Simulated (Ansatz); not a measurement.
The cell is polar orthorhombic HfO2 (relaxed group Pca2_1); cell and atoms were relaxed with r2SCAN. Hf has 7 O at 2.03–2.24 Å; O has 3 Hf at 2.03–2.14 Å; O has 4 Hf at 2.12–2.24 Å.

Space group Pca2_1 (No. 29). a = 5.247 Å, b = 5.030 Å, c = 5.059 Å, α = 90.00°, β = 90.00°, γ = 90.00°
```tsv
atom	site	symmetry	x	y	z
Hf	4a	1	0.0325	0.2670	0.2411
O	4a	1	0.3670	0.0700	0.3808
O	4a	1	0.7322	0.4611	0.4911
```

The questions ask for values computed with the PAW code Ansatz on this geometry. No magnetic order. The prototype was imposed, so other structures may be more stable.

Given (6×6×6 mesh): The r2SCAN gap is indirect, 4.94 eV (Γ to k = (0.266, -1/2, 0.354)), below the direct gap of 5.16 eV at S–Y (0.80 of the way from S).

Problem. What does PBE+SOC give for the gap (6×6×6 mesh)?

Solution. PBE+SOC gives an indirect gap of 4.38 eV, from Γ to k = (0.266, -1/2, 0.354); the least direct gap is 4.63 eV at S–Y (0.80 of the way from S). The gap differs by -0.56 eV from r2SCAN's.

Problem. What does HSE06 give for the gap (4×4×4 mesh)?

Solution. With HSE06 the valence top lies at Γ and the conduction bottom at k = (0.266, -1/2, 0.354), 6.08 eV higher; the smallest vertical gap, at S–Y (0.80 of the way from S), is 6.33 eV. The gap differs by +1.14 eV from r2SCAN's.

Problem. What does PBE0 give for the gap (4×4×4 mesh)?

Solution. With PBE0 the valence top lies at Γ and the conduction bottom at k = (0.266, -1/2, 0.354), 6.85 eV higher; the smallest vertical gap, at S–Y (0.80 of the way from S), is 7.10 eV. The gap differs by +1.91 eV from r2SCAN's.

Problem. How strongly does the crystal screen a field with clamped ions (r2SCAN)?

Solution. The clamped-ion dielectric constant comes out as 4.62, 4.84 and 4.64 along x, y and z. Born charges, averaged over directions: Hf +5.21, O -2.64 to -2.57 e. The program notes that the ground state's band table doesn't vouch for all the bands that the response reads.

Problem. Relaxed again with PBEsol, is the cell stable at the zone centre, and where do its optical modes lie?

Solution. The zone-centre optical frequencies run from 120 to 725 cm⁻¹, none imaginary (the rest of the zone wasn't tested). With the long-range field the highest mode reaches 774 cm⁻¹.

Only the levels marked +SOC include spin-orbit coupling.

Where an edge lies off the special points, it is a point of the mesh or the k point where a search put PBE's edge or least direct gap, reused for the other functionals, whose own edges may lie a little apart.

Coordinates of k points refer to the reciprocal vectors of the primitive cell of the runs.

The meshes of the hybrids are coarse, so their gaps aren't converged to the digits shown.

PBE's own run along the path (4.44 eV) came before the search for the edges and missed one, so it isn't listed.
